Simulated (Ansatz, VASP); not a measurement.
## TiN (Osbornite) in VASP and in Ansatz

Contents of INCAR:

```
SYSTEM = TiN
PREC     = Accurate       ! precision mode
ENCUT    = 600            ! plane-wave cutoff, eV
EDIFF    = 1E-7           ! SCF threshold, eV
ISMEAR   = -1             ! smearing method
SIGMA    = 0.1            ! smearing width, eV
LREAL    = .False.        ! projectors in reciprocal space
LASPH    = .True.         ! aspherical terms in the spheres
NELM     = 80             ! most SCF steps
ALGO     = Normal         ! electronic algorithm
ISIF     = 3              ! what is computed and relaxed
LWAVE    = .False.        ! write WAVECAR
LCHARG   = .False.        ! write CHGCAR
GGA      = PS             ! functional
IBRION   = 2              ! ionic algorithm
NSW      = 80             ! ionic steps
EDIFFG   = -0.01          ! ionic threshold
```

Contents of KPOINTS:

```
regular mesh
0
Gamma
  13 13 13
  0 0 0
```

File POSCAR:

```
TiN
1.0
    0.0000000000      2.1190000000      2.1190000000
    2.1190000000      0.0000000000      2.1190000000
    2.1190000000      2.1190000000      0.0000000000
Ti N
1 1
Direct
    0.0000000000      0.0000000000      0.0000000000
    0.5000000000      0.5000000000      0.5000000000
```

Input for Ansatz:

```yaml
crystal:
  lattice:
    - [0.0, 2.119, 2.119]
    - [2.119, 0.0, 2.119]
    - [2.119, 2.119, 0.0]
  atoms:
    - { symbol: Ti, position: [0.0, 0.0, 0.0] }
    - { symbol: "N", position: [0.5, 0.5, 0.5] }
  symmetry: { tolerance: 0.0003 }
hamiltonian:
  xc: pbesol
  pseudopotentials: { kind: paw, azcp: { folder: soft_1 } }
basis:
  ecutwfc: 420
magnetization:
  spin_polarized: false
scf:
  occupations: { method: fermi_dirac, width: 0.1 }
kpoints:
  mp_grid: { grid: [13, 13, 13], shift: [0, 0, 0] }
output:
  forces: true
  stress: true
  eigenvalues: true
relax:
  max_steps: 60
  cell: {}
```

Alike in both runs: task relaxation of cell and atoms; functional PBEsol; k mesh 13 × 13 × 13; occupations fermi-dirac, width 0.1 eV; no spin polarisation.

|  | VASP | Ansatz |
| --- | --- | --- |
| version | VASP 6.6.1 | Ansatz 0.2.0 |
| potentials or method | VASP PAW PBE potentials, release 64 (Ti_sv, N) | PAW plane waves |
| plane-wave cutoff (eV) | 600 | 420 |
| valence electrons in the cell | 17 | 17 |

```tsv
	VASP	Ansatz	Ansatz less VASP
gap on the k mesh at the Fermi level, each at its own relaxed structure (eV)	none	none	-
relaxed volume (Å³/atom)	9.30	9.29	-0.014
relaxed cell length with the largest relative difference (Å)	2.974	2.973	-0.0015
energy change over the relaxation (meV/atom)	-4	-5	-0.5
```

A gap of «none» marks a metal or a gap that the smearing closes. Ansatz warned: «pseudo_functional_mismatch».

Caveats: the PAW data sets were made with another functional, which shifts forces and pressure a little (VASP).
